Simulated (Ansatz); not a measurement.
**In under changes of volume**

One of the cells (26.686 Å³/atom); the others are scaled copies at fixed shape and fractional positions:

```
CELL_PARAMETERS angstrom
-1.88253 1.88253 1.88253
1.88253 -1.88253 1.88253
1.88253 1.88253 -1.88253
ATOMIC_POSITIONS crystal
In 0.00000 0.00000 0.00000
```

This isn't the form of In at room conditions, which is tetragonal.

```yaml
Program: Ansatz 0.2.0
Functional: HSE03
Potentials_or_basis: Ansatz PAW
Cutoff: "420 eV (not typed: the program's choice for these potentials)"
k_mesh: 5 × 5 × 5
Occupations: fermi-dirac, width 0.05 eV
Spin: no spin polarisation
```

| volume (Å³/atom) | energy over the lowest point (meV/atom) | pressure (GPa) |
| --- | --- | --- |
| 25.085 | 11.36 | 2.7 |
| 25.618 | 4.36 | 1.6 |
| 26.152 | ? | ? |
| 26.686 | 0.00 | -0.1 |
| 27.220 | 1.77 | -0.9 |
| 27.753 | 5.82 | -1.5 |
| 28.287 | 11.83 | -2.1 |

Problem. What does the run at 26.152 Å³/atom give?

Solution. Energy over the lowest point 0.73 meV/atom; pressure 0.7 GPa.

Worked out: A Birch-Murnaghan fit of order 3 (a polynomial in V^(-2/3)) to the other rows has its minimum at 26.56 Å³/atom with B0 = V·E''(V) = 39 GPa and B' = 5.6. It gives 0.72 meV/atom at 26.152 Å³/atom, against the run's 0.73, and -dE/dV = 0.6 GPa, against 0.7.

Energies are extrapolated to zero smearing.

Caveats: all runs use coarse meshes; the PAW data sets come from PBE, with cores solved anew for the run's functional, which leaves a small shift of forces and pressure; the thresholds are loose for stress.
